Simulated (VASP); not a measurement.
Input of a VASP 6.6.1 run:

The input INCAR:

```
PREC = Accurate
ENCUT = 600
EDIFF = 1E-7
ISMEAR = 0
SIGMA = 0.03
LREAL = F
LASPH = T
NELM = 80
ALGO = Normal
ISIF = 3
LWAVE = F
LCHARG = F
GGA = PS
IBRION = 2
NSW = 90
EDIFFG = -0.005
KPAR = 2
```

The input KPOINTS:

```
Automatic mesh
0
Gamma
  8 8 8
```

File POSCAR:

```
CaF2                                    
1.0
    0.0000000000      2.7123156406      2.7123156406
    2.7123156406      0.0000000000      2.7123156406
    2.7123156406      2.7123156406      0.0000000000
  Ca              F             
     1     2
Direct
     0.0000000000000000    1.0000000000000000    1.0000000000000000
     0.2500000000000000    0.2500000000000000    0.2500000000000000
     0.7500000000000000    0.7500000000000000    0.7500000000000000
```

Potentials or basis: VASP PAW PBE potentials, release 64 (Ca_sv, F).

Run with:

```console
$ cat potpaw_PBE.64/Ca_sv/POTCAR potpaw_PBE.64/F/POTCAR > POTCAR
$ mpirun -np 2 vasp_std > vasp.out
```

**Question.** Estimate the band gap on the k mesh.

**Answer.** 7.21 eV, indirect (least direct gap 7.47 eV).

Final structure:
```yaml
crystal:
  lattice:
    - [0.00000, 2.71232, 2.71232]
    - [2.71232, 0.00000, 2.71232]
    - [2.71232, 2.71232, 0.00000]
  atoms:
    - { symbol: Ca, position: [0.00000, 0.00000, 0.00000] }
    - { symbol: F, position: [0.25000, 0.25000, 0.25000] }
    - { symbol: F, position: [0.75000, 0.75000, 0.75000] }
```

Caveat: the relaxation stopped at its first step, so nothing moved. A k mesh can miss the band edges.
